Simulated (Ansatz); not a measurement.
Cells of relaxed bulk HgTe (F-43m, 34.48 Å³/atom, gap on the mesh 0.00 eV) whose upper half is shifted onto another sublattice; atoms and the cell's height are relaxed. Energies are the mean of the cell's two boundaries over the bulk on a matched mesh.

These are results of DFT PBEsol, scalar-relativistic, plane waves, PAW in Ansatz, not measurements.

Cutoff 420 eV; k points 8×4×2 on the computed 24-atom cell (Γ-centred); Gaussian smearing, width 0.10 eV; no spin polarisation.

Start ((211), species swapped):

```xyz
24
Lattice="4.6029 0.0000 0.0000 0.0000 11.2747 0.0000 0.0000 0.0000 15.9448" Properties=species:S:1:pos:R:3 pbc="T T T"
Hg    0.0000    0.0000    0.0000
Hg    0.0000    3.7582    5.3149
Te    2.3014    8.4560    3.9862
Hg    0.0000    7.5164    2.6575
Te    2.3014    0.9396    1.3287
Te    2.3014    4.6978    6.6437
Hg    2.3014    0.0000    3.9862
Te    0.0000    8.4560    0.0000
Te    0.0000    0.9396    5.3149
Hg    2.3014    3.7582    1.3287
Hg    2.3014    7.5164    6.6437
Te    0.0000    4.6978    2.6575
Te    0.0000    0.0000    7.9724
Te    0.0000    3.7582   13.2873
Hg    2.3014    8.4560   11.9586
Te    0.0000    7.5164   10.6299
Hg    2.3014    0.9396    9.3011
Hg    2.3014    4.6978   14.6161
Te    2.3014    0.0000   11.9586
Hg    0.0000    8.4560    7.9724
Hg    0.0000    0.9396   13.2873
Te    2.3014    3.7582    9.3011
Te    2.3014    7.5164   14.6161
Hg    0.0000    4.6978   10.6299
```

Q: What does the relaxation give?

A: The free energy falls by 26 meV/atom.

- boundary energy (mJ/m²): 538
- excess width (Å): 0.16
- gap on the mesh (eV): 0

Relaxed structure:
```yaml
crystal:
  lattice:
    - [4.60286, 0.00000, 0.00000]
    - [0.00000, 11.27466, 0.00000]
    - [0.00000, 0.00000, 16.26708]
  atoms:
    - { symbol: Hg, position: [0.00000, 0.03212, 0.99314] }
    - { symbol: Hg, position: [0.00000, 0.31750, 0.33439] }
    - { symbol: Te, position: [0.50000, 0.71928, 0.24303] }
    - { symbol: Hg, position: [0.00000, 0.63739, 0.15879] }
    - { symbol: Te, position: [0.50000, 0.06210, 0.09562] }
    - { symbol: Te, position: [0.50000, 0.41368, 0.41297] }
    - { symbol: Hg, position: [0.50000, 0.96552, 0.25187] }
    - { symbol: Te, position: [0.00000, 0.75021, 0.99912] }
    - { symbol: Te, position: [0.00000, 0.06383, 0.33554] }
    - { symbol: Hg, position: [0.50000, 0.31490, 0.08058] }
    - { symbol: Hg, position: [0.50000, 0.68268, 0.41667] }
    - { symbol: Te, position: [0.00000, 0.39031, 0.17068] }
    - { symbol: Te, position: [0.00000, 0.00299, 0.50370] }
    - { symbol: Te, position: [0.00000, 0.35457, 0.82105] }
    - { symbol: Hg, position: [0.50000, 0.77927, 0.75787] }
    - { symbol: Te, position: [0.00000, 0.69738, 0.67364] }
    - { symbol: Hg, position: [0.50000, 0.09916, 0.58227] }
    - { symbol: Hg, position: [0.50000, 0.38454, 0.92352] }
    - { symbol: Te, position: [0.50000, 0.02636, 0.74599] }
    - { symbol: Hg, position: [0.00000, 0.73398, 0.49999] }
    - { symbol: Hg, position: [0.00000, 0.10176, 0.83609] }
    - { symbol: Te, position: [0.50000, 0.35284, 0.58112] }
    - { symbol: Te, position: [0.50000, 0.66646, 0.91755] }
    - { symbol: Hg, position: [0.00000, 0.45115, 0.66480] }
```

Spin-orbit coupling is left out, which matters for the bands of heavy elements.

Small energy differences in metals hang on the k mesh (about 10 mJ/m² or 1 to 2 meV/atom on the mesh of the relaxation).

It took 20 min on 4 threads of Arm Neoverse V2 (shared host), peak memory 6.3 GiB.